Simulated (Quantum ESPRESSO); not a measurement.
# NiO: orders under a distortion at fixed volume

Aim: follow moments and order energies of NiO with a distortion at fixed volume.

Program: Quantum ESPRESSO 7.5. Level of theory: PBE with U = 6 eV on Ni d (ortho-atomic projectors); plane waves with GBRV 1.5 PBE potentials, no spin-orbit coupling. Results are calculated unless marked as measured.

Report form: the programs' logs are mostly left out.

### Step 1. The structure

It takes space group Fm-3m (No. 225, cubic). The conventional cell has a = 4.177 Å, b = 4.177 Å, c = 4.177 Å, α = 90.00°, β = 90.00°, γ = 90.00°. Ni has 6 O at 2.09 Å nearest. O has 6 Ni at 2.09 Å nearest. Farther neighbours and most contacts between anions are not listed.

The lattice constants were typed from memory of published values and not checked against a source.

### Step 2. Factor along z 0.9043, ferro +

Lengths along Cartesian z scale by the factor and those normal to it by its inverse root. Atoms keep their fractional places. Seeded atoms are those given a starting moment.

Contents of pw.in:

```
&CONTROL
  calculation = 'scf'
  prefix = 'pwscf'
  outdir = './tmp'
  pseudo_dir = './pseudo'
  disk_io = 'nowf'
  tprnfor = .true.
  tstress = .true.
/
&SYSTEM
  ibrav = 0
  celldm(1) = 8
  nat = 2
  ntyp = 2
  ecutwfc = 40
  ecutrho = 280
  nbnd = 20
  occupations = 'smearing'
  smearing = 'fd'
  degauss = 0.00367493
  nspin = 2
  starting_magnetization(1) = 0.1111
  starting_magnetization(2) = 0
/
&ELECTRONS
  conv_thr = 4d-09
  electron_maxstep = 150
  mixing_beta = 0.3
/
ATOMIC_SPECIES
Ni     58.6934 ni_pbe_v1.4.uspp.F.UPF
O      15.9990 o_pbe_v1.2.uspp.F.UPF
CELL_PARAMETERS alat
   0.0000000000000    0.5187846221643    0.4461243112627
   0.5187846221643    0.0000000000000    0.4461243112627
   0.5187846221643    0.5187846221643    0.0000000000000
ATOMIC_POSITIONS crystal
Ni      0.0000000000    0.0000000000    0.0000000000
O       0.5000000000    0.5000000000    0.5000000000
K_POINTS automatic
12 12 12 0 0 0
HUBBARD {ortho-atomic}
U Ni-3d 6.0000
```

Launch:

```
OMP_NUM_THREADS=1 mpirun -n 4 pw.x -nk 4 -in pw.in > pw.out
```

Run time: 17 s. Hardware: 4 MPI ranks of Arm Neoverse V2, shared host; peak memory 0.31 GiB; 69 s of CPU time.

Spin moment in the atom's sphere by atom:

```
atom  spin moment in the atom's sphere (μB)
 Ni1                                   1.67
  O2                                   0.20
```

This step gave:

| Item | Value |
| --- | --- |
| smearing term TS | 4.92e-6 eV |
| pressure | 21.49 GPa |
| magnetization | 2 μB |
| absolute magnetization | 2.01 μB |
| final state | ferromagnetic |

### Step 3. Factor along z 0.9043, antiferro q=(0,0,1/2) +-

The wavevector q is in fractions of the reciprocal vectors of the crystal's primitive cell, as the cells of these inputs are built from it; moments change sign between cells as cos(2π q·R).

Contents of pw.in:

```
&CONTROL
  calculation = 'scf'
  prefix = 'pwscf'
  outdir = './tmp'
  pseudo_dir = './pseudo'
  disk_io = 'nowf'
  tprnfor = .true.
  tstress = .true.
/
&SYSTEM
  ibrav = 0
  celldm(1) = 8
  nat = 4
  ntyp = 3
  ecutwfc = 40
  ecutrho = 280
  nbnd = 33
  occupations = 'smearing'
  smearing = 'fd'
  degauss = 0.00367493
  nspin = 2
  starting_magnetization(1) = 0.1111
  starting_magnetization(2) = -0.1111
  starting_magnetization(3) = 0
/
&ELECTRONS
  conv_thr = 8d-09
  electron_maxstep = 150
  mixing_beta = 0.3
/
ATOMIC_SPECIES
Ni1    58.6934 ni_pbe_v1.4.uspp.F.UPF
Ni2    58.6934 ni_pbe_v1.4.uspp.F.UPF
O      15.9990 o_pbe_v1.2.uspp.F.UPF
CELL_PARAMETERS alat
   0.0000000000000    0.5187846221643    0.4461243112627
   0.5187846221643    0.0000000000000    0.4461243112627
   1.0375692443309    1.0375692443309    0.0000000000000
ATOMIC_POSITIONS crystal
Ni1     0.0000000000    0.0000000000    0.0000000000
Ni2     0.0000000000    0.0000000000    0.5000000000
O       0.5000000000    0.5000000000    0.2500000000
O       0.5000000000    0.5000000000    0.7500000000
K_POINTS automatic
12 12 6 0 0 0
HUBBARD {ortho-atomic}
U Ni1-3d 6.0000
U Ni2-3d 6.0000
```

Run time: 2.2 min. Hardware: 4 MPI ranks; peak memory 0.63 GiB; 8.9 min of CPU time.

Spin moment in the atom's sphere by atom:

```csv
atom,spin moment in the atom's sphere (μB)
Ni1,1.62
Ni2,-1.62
O3,0.00
O4,0.00
```

This step gave:

| Quantity | Value |
| --- | --- |
| smearing term TS | 4.90e-13 eV |
| pressure | 18.45 GPa |
| magnetization | 0 μB |
| absolute magnetization | 3.593 μB |
| final state | antiferromagnetic |

### Step 4. Factor along z 0.9043, no spin polarisation

Contents of pw.in:

```
&CONTROL
  calculation = 'scf'
  prefix = 'pwscf'
  outdir = './tmp'
  pseudo_dir = './pseudo'
  disk_io = 'nowf'
  tprnfor = .true.
  tstress = .true.
/
&SYSTEM
  ibrav = 0
  celldm(1) = 8
  nat = 2
  ntyp = 2
  ecutwfc = 40
  ecutrho = 280
  nbnd = 19
  occupations = 'smearing'
  smearing = 'fd'
  degauss = 0.00367493
/
&ELECTRONS
  conv_thr = 4d-09
  electron_maxstep = 150
  mixing_beta = 0.3
/
ATOMIC_SPECIES
Ni     58.6934 ni_pbe_v1.4.uspp.F.UPF
O      15.9990 o_pbe_v1.2.uspp.F.UPF
CELL_PARAMETERS alat
   0.0000000000000    0.5187846221643    0.4461243112627
   0.5187846221643    0.0000000000000    0.4461243112627
   0.5187846221643    0.5187846221643    0.0000000000000
ATOMIC_POSITIONS crystal
Ni      0.0000000000    0.0000000000    0.0000000000
O       0.5000000000    0.5000000000    0.5000000000
K_POINTS automatic
12 12 12 0 0 0
HUBBARD {ortho-atomic}
U Ni-3d 6.0000
```

Elapsed: 9.3 s, on 4 MPI ranks; peak memory 0.26 GiB; 37 s of CPU time.

Read from the output:

- smearing term TS: 0.003522 eV
- pressure: 7.328 GPa
- final state: non-magnetic (no spin polarisation)

### Step 5. Factor along z 1.0913, ferro +

Edit pw.in of step 4 so:

```diff
@@ -16,3 +16,3 @@
   ecutrho = 280
-  nbnd = 19
+  nbnd = 20
   occupations = 'smearing'
@@ -20,2 +20,5 @@
   degauss = 0.00367493
+  nspin = 2
+  starting_magnetization(1) = 0.1111
+  starting_magnetization(2) = 0
 /
@@ -30,5 +33,5 @@
 CELL_PARAMETERS alat
-   0.0000000000000    0.5187846221643    0.4461243112627
-   0.5187846221643    0.0000000000000    0.4461243112627
-   0.5187846221643    0.5187846221643    0.0000000000000
+   0.0000000000000    0.4722492556271    0.5383782604014
+   0.4722492556271    0.0000000000000    0.5383782604014
+   0.4722492556271    0.4722492556271    0.0000000000000
 ATOMIC_POSITIONS crystal
```

Elapsed: 17 s, on 4 MPI ranks; peak memory 0.3 GiB.

This step gave:

* smearing term TS: 1.00e-6 eV
* pressure: 17.80 GPa
* magnetization: 2 μB
* absolute magnetization: 2.012 μB
* final state: ferromagnetic
* largest moment: 1.705 μB

### Step 6. Trends

The runs not shown differ from these in the moved quantity alone.

States, by row:

| tetragonal | ferro + | antiferro q=(0,0,1/2) +- | no spin polarisation |
| --- | --- | --- | --- |
| 0.9043 | ferromagnetic | antiferromagnetic | non-magnetic |
| 0.9287 | ferromagnetic | antiferromagnetic | non-magnetic |
| 0.9528 | ferromagnetic | antiferromagnetic | non-magnetic |
| 0.9765 | ferromagnetic | antiferromagnetic | non-magnetic |
| 1 | ferromagnetic | antiferromagnetic | non-magnetic |
| 1.023 | ferromagnetic | antiferromagnetic | non-magnetic |
| 1.046 | ferromagnetic | antiferromagnetic | non-magnetic |
| 1.069 | ferromagnetic | antiferromagnetic | non-magnetic |
| 1.091 | ferromagnetic | antiferromagnetic | non-magnetic |

Largest site moment against tetragonal:

```csv
tetragonal (factor),ferro + (μB),"antiferro q=(0,0,1/2) +- (μB)"
0.9043,1.67,1.62
0.9287,1.69,1.64
0.9528,1.71,1.65
0.9765,1.72,1.67
1.0000,1.73,1.68
1.0232,1.73,1.67
1.0461,1.72,1.67
1.0688,1.71,1.66
1.0913,1.71,1.65
```

Energy less that of the parallel start against tetragonal; values in meV a seeded atom:

| tetragonal (factor) | antiferro q=(0,0,1/2) +- | no spin polarisation |
| --- | --- | --- |
| 0.9043 | -107 | 1265 |
| 0.9287 | -105 | 1472 |
| 0.9528 | -104 | 1664 |
| 0.9765 | -103 | 1820 |
| 1.0000 | -103 | 1942 |
| 1.0232 | -104 | 1825 |
| 1.0461 | -104 | 1684 |
| 1.0688 | -106 | 1528 |
| 1.0913 | -109 | 1367 |

The energy over the lowest by tetragonal; values in meV an atom:

```csv
tetragonal (factor),ferro +,"antiferro q=(0,0,1/2) +-",no spin polarisation
0.9043,202,148,834
0.9287,129,76.1,865
0.9528,83.1,31.0,915
0.9765,58.9,7.13,969
1.0000,51.6,0,1023
1.0232,57.9,6.13,970
1.0461,75.9,23.7,918
1.0688,104,50.9,868
1.0913,141,86.4,824
```

### Step 7. Outcome

| Property | Result |
| --- | --- |
| moment, parallel start | 1.67 to 1.73 μB |
| states met from these starts | antiferromagnetic and ferromagnetic |

The moment of the parallel start goes from 1.67 μB at 0.9043 to 1.71 μB at 1.0913, by way of 1.73 μB. The net moment of the cell goes from 2 to 2 μB. The radius of the spheres follows the nearest distance, so part of the change of the site moments is the spheres'. The largest moment of the start antiferro q=(0,0,1/2) +- lies between 1.62 and 1.68 μB. The start antiferro q=(0,0,1/2) +- lies under the parallel one at every finished point, by 103 to 109 meV a seeded atom.

[Logs and program files are shortened in this print: banners, set-up blocks, solver, clock and traceback lines can be left out without a mark of their own.]

[Logs are printed without paths, hosts, clocks, repeated set-up lines and the standing remarks that a program may print on its own settings, such as how far it seeks lower states.]

[Hosts, paths, dates, database ids (printed as entryN), source tags and the programs' standing remarks are cut or masked in the printed files.]

[Where a cell is said to come from a database of computed structures, the database is the Materials Project.]
